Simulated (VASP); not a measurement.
Write the native input for VASP 6.6.1 that does the following.

```yaml
Task: relaxation of the atoms
Functional: PBEsol
Potentials_or_basis: VASP PAW PBE potentials, release 64 (B, P)
Cutoff: 600 eV
k_mesh: 10 × 10 × 10
Occupations: gaussian, width 0.03 eV
Spin: no spin polarisation
Further_INCAR_settings: ALGO = Normal; EDIFF = 1e-07; IBRION = 2; EDIFFG = -0.01; NSW = 40
```

The structure of BP lies in POSCAR:

```
BP                                      
1.0
    0.0000000000      2.3048874523      2.3048874523
    2.3048874523      0.0000000000      2.3048874523
    2.3048874523      2.3048874523      0.0000000000
  B               P             
     1     1
Direct
     0.0000000000000000    0.0000000000000000    0.0000000000000000
     0.2500000000000000    0.2500000000000000    0.2500000000000000
```

The cell isn't the ideal one: a relaxed cell with its volume scaled by 1.06.

One way to write it, as run:

INCAR

```
PREC     = Accurate       # precision mode
ENCUT    = 600            # plane-wave cutoff, eV
EDIFF    = 1E-7           # SCF threshold, eV
ISMEAR   = 0              # smearing method
SIGMA    = 0.03           # smearing width, eV
LREAL    = F              # projectors in reciprocal space
LASPH    = T              # aspherical terms in the spheres
NELM     = 80             # most SCF steps
ALGO     = Normal         # electronic algorithm
ISIF     = 2              # what is computed and relaxed
LWAVE    = F              # write WAVECAR
LCHARG   = F              # write CHGCAR
GGA      = PS             # functional
IBRION   = 2              # ionic algorithm
NSW      = 40             # ionic steps
EDIFFG   = -0.01          # ionic threshold
```

KPOINTS

```
Automatic mesh
0
Gamma
  10 10 10
```

Potentials or basis: VASP PAW PBE potentials, release 64 (B, P).

Run with:

```sh
$ cat potpaw_PBE.64/B/POTCAR potpaw_PBE.64/P/POTCAR > POTCAR
$ mpirun -np 1 vasp_std > vasp.out
```

Results of the run:

The pressure after relaxing is -8.8 GPa and the band gap on the k mesh is 1.19 eV, indirect (least direct gap 3.29 eV).

Caveat: the relaxation stopped at its first step, so nothing moved; the PAW data sets were made with another functional, which shifts forces and pressure a little.

Run time: 12 s on 1 thread of Intel(R) Xeon(R) Platinum 8488C (Sapphire Rapids), with other jobs on the host, peak memory 0.15 GiB.
